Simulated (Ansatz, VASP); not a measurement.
# Al: VASP beside Ansatz

```
Al
1.0
     2.86870    0.00000    0.00000
    -1.43435    2.48437    0.00000
     0.00000    0.00000    4.67786
Al
2
Cartesian
  1.4344 0.8281 3.5084
  0.0000 1.6562 1.1695
```

This isn't the form of Al at room conditions, which is fcc.

Alike in both runs: task single point; functional LDA; k mesh 14 × 14 × 7; occupations fermi-dirac, width 0.15 eV; no spin polarisation.

|  | VASP | Ansatz |
| --- | --- | --- |
| version | VASP 6.6.1 | Ansatz 0.2.0 |
| potentials or method | VASP PAW LDA potentials, release 64 (Al) | plane waves, PAW |
| plane-wave cutoff (eV) | 520 | 520 |
| valence electrons in the cell | 6 | 6 |

VASP gave:

| Item | Value |
| --- | --- |
| pressure (GPa) | -3.2 |
| largest component of the traceless stress (GPa) | 0.41 |

**Question.** Estimate Ansatz's values.

**Answer.** Pressure (GPa): -3.3; largest component of the traceless stress (GPa): 0.40.
